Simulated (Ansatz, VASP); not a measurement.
## AgCl: VASP beside Ansatz

File INCAR:

```
PREC = Accurate ; ENCUT = 520
EDIFF = 1E-7 ; ISMEAR = 0
SIGMA = 0.05 ; LREAL = False
LASPH = True ; NELM = 100
ALGO = Normal ; ISIF = 2
LWAVE = False ; LCHARG = True
GGA = PS ; LELF = True
LVHAR = True ; NBANDS = 16
```

KPOINTS

```
Automatic mesh
0
Gamma
  10 10 10
```

POSCAR

```
AgCl
1.0
    3.4339730000      0.0000000000      0.0000000000
    0.0000000000      3.4339730000      0.0000000000
    0.0000000000      0.0000000000      3.9490689500
Ag Cl
1 1
Direct
    0.0000000000      0.0000000000      0.0000000000
    0.5000000000      0.5000000000      0.5000000000
```

Input for Ansatz:

```yaml
crystal:
  lattice:
    - [3.433973, 0.0, 0.0]
    - [0.0, 3.433973, 0.0]
    - [0.0, 0.0, 3.94906895]
  atoms:
    - { symbol: Ag, position: [0.0, 0.0, 0.0] }
    - { symbol: Cl, position: [0.5, 0.5, 0.5] }
basis:
  ecutwfc: 420
kpoints:
  mp_grid: { grid: [10, 10, 10] }
hamiltonian:
  xc: pbesol
scf:
  occupations: { method: gaussian, width: 0.05 }
output:
  forces: true
  stress: true
  eigenvalues: true
```

Change from the starting cell: strain +0.1500 x Voigt [0, 0, 1, 0, 0, 0], atoms carried along.

Alike in both runs: task single point; functional PBEsol; k mesh 10 × 10 × 10; occupations gaussian, width 0.05 eV; no spin polarisation.

|  | VASP | Ansatz |
| --- | --- | --- |
| version | VASP 6.6.1 | Ansatz 0.2.0 |
| potentials or method | VASP PAW PBE potentials, release 64 (Ag, Cl) | scalar-relativistic, plane waves, PAW |
| plane-wave cutoff (eV) | 520 | 420 |
| valence electrons in the cell | 18 | 26 |

```csv
,VASP,Ansatz,Ansatz less VASP
gap on the k mesh at the Fermi level (eV),0.19,0.19,0.000
least direct gap on the mesh (eV),1.00,1.00,0.000
pressure (GPa),-8.0,-7.9,+0.08
largest component of the traceless stress (GPa),3.55,3.54,-0.003
```

The two sets of potentials don't hold the same shells in valence.

Caveats: the PAW data sets were made with another functional, which shifts forces and pressure a little (VASP). A k mesh can miss the band edges.
